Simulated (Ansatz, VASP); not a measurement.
One calculation of MgO, two programs

```
CELL_PARAMETERS angstrom
1.44391 -5.63630 0.00000
1.44391 5.63630 0.00000
0.00000 0.00000 2.91548
ATOMIC_POSITIONS crystal
Mg 0.34445 0.65555 0.75000
Mg 0.65555 0.34445 0.25000
O 0.15129 0.84871 0.75000
O 0.84871 0.15129 0.25000
```

Alike in both runs: functional PBE; k mesh 6 × 6 × 6; occupations gaussian, width 0.1 eV; no spin polarisation.

Ansatz relaxed the structure, and its values are those at the end. VASP's run is a single point on that final structure, the one shown.

```csv
,VASP,Ansatz
version,VASP 6.6.1,Ansatz 0.2.0
potentials or method,"VASP PAW PBE potentials, release 64 (Mg, O)","scalar-relativistic, plane waves, PAW"
plane-wave cutoff (eV),520,420
valence electrons in the cell,16,32
```

|  | VASP | Ansatz | Ansatz less VASP |
| --- | --- | --- | --- |
| gap on the k mesh at the Fermi level (eV) | 2.99 | 3.01 | +0.021 |
| least direct gap on the mesh (eV) | 3.03 | 3.05 | +0.021 |
| pressure (GPa) | -0.4 | 0.1 | +0.48 |
| rms of the force components (eV/Å) | 0.003 | 0.005 | +0.0021 |

With one functional, cell and mesh, what is left measures potentials, basis and numerics. The two sets of potentials don't hold the same shells in valence.

A k mesh can miss the band edges.
